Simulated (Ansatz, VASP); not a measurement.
## GaSb: VASP beside Ansatz

Wanted: the spread between two codes on one cell, functional and k mesh. The structure shown is the start of the Ansatz relaxation below; VASP solves that cell, so the two are compared at the walk's first step.

Calculated with Ansatz 0.2.0; plane waves, with VASP 6.6.1 beside it; single point at r2SCAN.

**1. The starting structure**

The structure is orthorhombic, space group Imm2 (No. 44). The conventional cell has a = 4.335 Å, b = 4.511 Å, c = 6.055 Å, α = 90.00°, β = 90.00°, γ = 90.00°. Nearest to Ga lie 4 Sb at 2.66 to 2.70 Å. Nearest to Sb lie 4 Ga at 2.66 to 2.70 Å. Farther neighbours are not listed.

**2. Ansatz: relaxation, r2SCAN**

Ansatz runs on its PAW soft_1 files.

The two programs are compared at the cell with which this relaxation starts, whose forces are those of its first step.

File input.yaml:

```yaml
crystal:
  lattice:
    - [0.0621778898, 3.1274921275, 3.0277340381]
    - [3.1274921275, 0.0621778898, 3.0277340381]
    - [3.1896700171, 3.1896700171, 0.0]
  atoms:
    - { symbol: Ga, position: [-0.0020264361, -0.0020264361, 0.0020473884] }
    - { symbol: Sb, position: [0.7520264361, 0.7520264361, 0.7479526116] }
  conventional_axes: [[0, 0, 1], [1, -1, 0], [1, 1, -1]]
kpoints:
  mp_grid: { grid: [12, 12, 12], shift: [0.5, 0.5, 0.5] }
hamiltonian:
  xc: r2scan
  pseudopotentials: { kind: paw, azcp: { folder: soft_1 } }
scf:
  occupations: { method: gaussian, width: 0.02 }
output:
  forces: true
  stress: true
  eigenvalues: true
relax:
  adjacent_minimum: "off"
  f_tol: 0.001
  max_steps: 60
  cell: { stress_tol: 0.01, fix: [a, angles] }
```

The run is started by

```console
$ ansatz run input.yaml --threads 4 --pin off --max-ram 10240MiB --backend cpu --events-out ev --progress --plain --runs-dir out
```

Numbers of over 12 decimals in the logs are rounded to 6 here.

Log:

```text
Engine: ansatz 0.2.0, aarch64-unknown-linux-gnu
Pseudopotentials: kind: paw
Pseudopotential: Ga, paw, valence charge 13, recommended cutoff 500 eV (meta_gga), soft_1/Ga.paw.azcp
Pseudopotential: Sb, paw, valence charge 15, recommended cutoff 500 eV (meta_gga), soft_1/Sb.paw.azcp
Functional definition: r2SCAN
  parameter k0 = 0.174
  parameter k1 = 0.065
  parameter a1 = 4.9479
  exchange = r2scan_x(k0 = k0, k1 = k1, a1 = a1)
  correlation = r2scan_c
Crystal: 2 atoms, lattice volume = 59.206 Å³
Basis set: ecut = 500 eV, 1489 PW (Γ), exchange–correlation on 128×128×144 points (64 copies of the dense FFT grid, shifted against one another)
Bands: 18, of which v1, the nominal top of the filled ones, is band 14 counted from 1 (13 counted from 0)
Symmetry: 2 space group operations
Space group: Cm (ITA 8), of the structure as read, at distance tolerance 3.9e-5 Å
k-points: 468 of 1728 (time reversal used)
Non-local potential: Ga, projectors of the file, l = 0: 2, l = 1: 2, l = 2: 3, l = 3: 1
Non-local potential: Sb, projectors of the file, l = 0: 2, l = 1: 2, l = 2: 2, l = 3: 1
PAW form: soft (Blöchl's): semilocal exchange-correlation on the pseudo side does not see the compensation charge
PAW frozen core: Ga, regenerated for the run's functional (the file was generated under x = pbe(κ = 0.804, μ = 0.219515), c = pbe(β = 0.066725))
PAW frozen core: Sb, regenerated for the run's functional (the file was generated under x = pbe(κ = 0.804, μ = 0.219515), c = pbe(β = 0.066725))
PAW one-centre angular grid: Ga, 590 points (default); XC on 160 Gauss nodes
PAW one-centre angular grid: Sb, 590 points (default); XC on 160 Gauss nodes
Initial density: superposition of atomic densities (chi_scale 0.1, normalization cell, long waves kept (reshape's long-wave potential 0.00 eV rms))
Initial wavefunctions: pseudopotential atomic-orbital guess
Functional: x = r2scan, c = r2scan; τ floored in thin density (d = 2e-4 eV/Å³)
iter 1 solved again at ethr=1.65e-3 eV; its pass at ethr=3.10e-3 eV (dr2=4.63e-1 eV) is discarded
SCF iter   1: F=—  HF=-10289.878698 eV  |F-HF|=—  |Δ(HF+E_count)|=         —  Δρ=3.55e-2  dr2=4.63e-1  dr2_τ=4.08e-3  ethr=1.65e-3  ⟨swp⟩=1.0  Hψ=58120  notcnv=0
preconditioner: auto → none  [insulator: Δε(μ)=0.498 eV  Ē_g=15.434 eV  σ=0.020 eV  W_gap=1.00  n_scr=14 (ndim 8)  ℏωp=20.5 eV  f_vac=0.011  D(μ)=0.00/eV (n_scr^D=0)  ε∞_Penn≈2.8]
SCF iter   2: F=—  HF=-10289.902244 eV  |F-HF|=—  |Δ(HF+E_count)|=   2.35e-2  Δρ=1.64e-2  dr2=8.39e-2  dr2_τ=8.55e-4  ethr=1.65e-3  ⟨swp⟩=3.2  Hψ=14643  notcnv=0
SCF iter   3: F=—  HF=-10289.927156 eV  |F-HF|=—  |Δ(HF+E_count)|=   2.49e-2  Δρ=7.30e-3  dr2=2.46e-2  dr2_τ=1.56e-4  ethr=3.00e-4  ⟨swp⟩=2.9  Hψ=15685  notcnv=0
SCF iter   4: F=—  HF=-10289.916331 eV  |F-HF|=—  |Δ(HF+E_count)|=   1.08e-2  Δρ=6.68e-4  dr2=1.33e-4  dr2_τ=5.70e-6  ethr=8.80e-5  ⟨swp⟩=3.0  Hψ=17146  notcnv=0
SCF iter   5: F=—  HF=-10289.916404 eV  |F-HF|=—  |Δ(HF+E_count)|=   7.35e-5  Δρ=3.26e-4  dr2=2.29e-5  dr2_τ=5.11e-7  ethr=4.76e-7  ⟨swp⟩=2.0  Hψ=14992  notcnv=0
SCF iter   6: F=—  HF=-10289.916413 eV  |F-HF|=—  |Δ(HF+E_count)|=   9.01e-6  Δρ=3.95e-5  dr2=5.91e-7  dr2_τ=1.30e-8  ethr=8.19e-8  ⟨swp⟩=2.0  Hψ=14976  notcnv=0
SCF iter   7: F=-10289.916413 eV  HF=-10289.916413 eV  |F-HF|=1.60e-8  |Δ(HF+E_count)|=   2.06e-7  Δρ=9.53e-6  dr2=2.91e-8  dr2_τ=7.93e-10  ethr=3.57e-10  ⟨swp⟩=7.0  Hψ=45161  notcnv=0
SCF 1 converged in 7 iterations: F = -10289.916413 eV  dr2 = 2.91e-8
  greatest PAW one-centre occupation: 0.994 electrons in one spin orbital (limit 2), on the Sb atom at site 1 (counted from 0), in its partial waves of l = 2
relax step   1: F+E_penalty+E_count = -10289.91641332 eV  Δ(F+E_penalty+E_count) = +0.000e0 eV  max|allowed force component| = 5.354e-2 eV/Å  Δτ_max = 0.0000 Å  P = -1.261 GPa  Ω = 59.206 Å³  fix = [a, alpha, beta, gamma]  reactions: a -3.437 GPa; beta +0.005 GPa/rad  (7 SCF iters, dr2 threshold 1.00e-7 eV, accepted)
[...]
relax step   2: F+E_penalty+E_count = -10289.91664242 eV  Δ(F+E_penalty+E_count) = -2.291e-4 eV  max|allowed force component| = 6.196e-2 eV/Å  Δτ_max = 0.0088 Å  P = -0.968 GPa  Ω = 58.802 Å³  energy of the carried Pulay correction = +7.869e-5 eV  fix = [a, alpha, beta, gamma]  reactions: a -3.024 GPa; beta +0.005 GPa/rad  (5 SCF iters, dr2 threshold 2.00e-7 eV, accepted)
[...]
relax step   3: F+E_penalty+E_count = -10289.91693462 eV  Δ(F+E_penalty+E_count) = -2.922e-4 eV  max|allowed force component| = 1.274e-3 eV/Å  Δτ_max = 0.0048 Å  P = -1.071 GPa  Ω = 58.946 Å³  energy of the carried Pulay correction = +5.050e-5 eV  fix = [a, alpha, beta, gamma]  reactions: a -3.194 GPa; beta +0.005 GPa/rad  (5 SCF iters, dr2 threshold 2.00e-7 eV, accepted)
[...]
relax step   4: F+E_penalty+E_count = -10289.91693634 eV  Δ(F+E_penalty+E_count) = -1.721e-6 eV  max|allowed force component| = 3.229e-4 eV/Å  Δτ_max = 0.0001 Å  P = -1.066 GPa  Ω = 58.939 Å³  energy of the carried Pulay correction = +5.186e-5 eV  fix = [a, alpha, beta, gamma]  reactions: a -3.192 GPa; beta +0.005 GPa/rad  (4 SCF iters, dr2 threshold 2.75e-10 eV, accepted)
[...]
relax step   5: F+E_penalty+E_count = -10289.91688482 eV  Δ(F+E_penalty+E_count) = +5.152e-5 eV  max|allowed force component| = 3.240e-4 eV/Å  Δτ_max = 0.0000 Å  P = -1.066 GPa  Ω = 58.939 Å³  fix = [a, alpha, beta, gamma]  reactions: a -3.192 GPa; beta +0.005 GPa/rad  stress off target by 3.63e-3 GPa on what of the cell is left free  SCF on the basis re-selected at this cell (its energy is not comparable with the rows above)  (6 SCF iters)
basis re-selected at this cell: Δ(F+E_penalty+E_count) = +5.152e-5 eV, ΔP = -0.001 GPa vs the last step (what re-selecting the basis moved, of the pressure what is left beyond the Pulay correction that the steps carried, after the strain that the cell walked since its last selection, with what the two solves' SCF thresholds leave and, on support functions, any second-order correction that the steps lacked; it is no m [...]
SCF converged after 6 iterations
Free energy (F): -10289.916885 eV
Harris-Foulkes:  -10289.916885 eV  (|F-HF|=5.46e-12)
Internal energy: -10289.916885 eV  (E = F + TS)
E sigma→0 (E₀):  -10289.916885 eV
Fermi energy:    7.573159 eV
--- Per-component energies (eV) ---
  E_band       = -285.167698
  E_kinetic    = 272.793681
  E_local      = -3418.711456  (includes V_loc(G=0)·N_el)
  E_nonlocal   = 299.202502
  E_hartree    = 1748.327818
  E_xc         = -146.823766
  E_vxc        = -151.092105  (∫ρ·V_xc dr)
  E_paw        = -6574.082382  (= ΣΔE_a)
  E_vpaw       = -792.645411  (= ΣTr[D̂ρ^β])
  E_aug_tail   = 0.000078  (compensation charges beyond the density's cutoff)
  E_vtau       = 8.629368  (kinetic-family band-sum trace: ∫τ·v_τ [+ j·A + Jᵃ·Aᵃ] dr)
  E_ewald      = -2470.476352
  E_core_change = -0.147008  (= ΣΔE_core)
  E_smearing   = -0.000000  (= −TS)
  E_closure    = -0.000000  (closes the sum)
  Σ components = -10289.916885   (vs F -10289.916885, Δ=0.00e0)
--- Forces (eV/Å), atoms counted from 1 ---
  atom   1  Ga    -0.00000155    -0.00000155     0.00032406
  atom   2  Sb     0.00000149     0.00000149    -0.00032404
  max |Σ_I F_I| component: 5.99e-8 eV/Å
--- Stress (GPa, compression-positive) ---
       -1.597643      -1.594699      -0.003797
       -1.594699      -1.597643      -0.003797
       -0.003797      -0.003797      -0.003629
  P = ⅓ Tr σ = -1.0663 GPa (-10.663 kbar)
--- Band table (eV; the first three rows and the last of 468) ---
  k-point 0: bands = [... 10 lower, -4.4443, 6.5866, 7.2563, 7.2865, 7.9426, 10.1920, 10.2884, 10.5157]
  k-point 1: bands = [... 10 lower, -4.3541, 5.5394, 6.9437, 7.2131, 8.6400, 10.4934, 10.6047, 10.6427]
  k-point 2: bands = [... 10 lower, -4.1289, 4.2132, 6.5825, 6.9477, 8.7994, 10.9081, 10.9812, 11.6119]
  k-point 467: bands = [... 10 lower, -2.8345, 0.8477, 5.5177, 6.1452, 8.6687, 11.2336, 11.6034, 14.5631]
--- Relaxed structure (4 steps of the walk, 4 accepted, 1 SCFs on fresh bases) ---
  F+E_penalty+E_count = -10289.91688482 eV   max|allowed force component| = 3.240e-4 eV/Å   (the final SCF, on the basis selected at the relaxed cell)
  cell:  # Å, volume = 58.9393 Å³
    - [0.062350, 3.127320, 3.014413]
    - [3.127320, 0.062350, 3.014413]
    - [3.1896700171, 3.1896700171, -4.635051743737195e-13]
  atoms:
    - { symbol: Ga, position: [-0.00267829, -0.00267829, 0.00270043] }
    - { symbol: Sb, position: [0.752678, 0.752678, 0.747300] }
```

(Continued in part 2 of 3.)

[Lines on the potential files, build, host, timing and source positions are cut from VASP's logs without a mark.]

[Logs are printed without paths, hosts, clocks, repeated set-up lines and the standing remarks that a program may print on its own settings, such as how far it seeks lower states.]

[Hosts, paths, dates, database ids (printed as entryN), source tags and the programs' standing remarks are cut or masked in the printed files.]
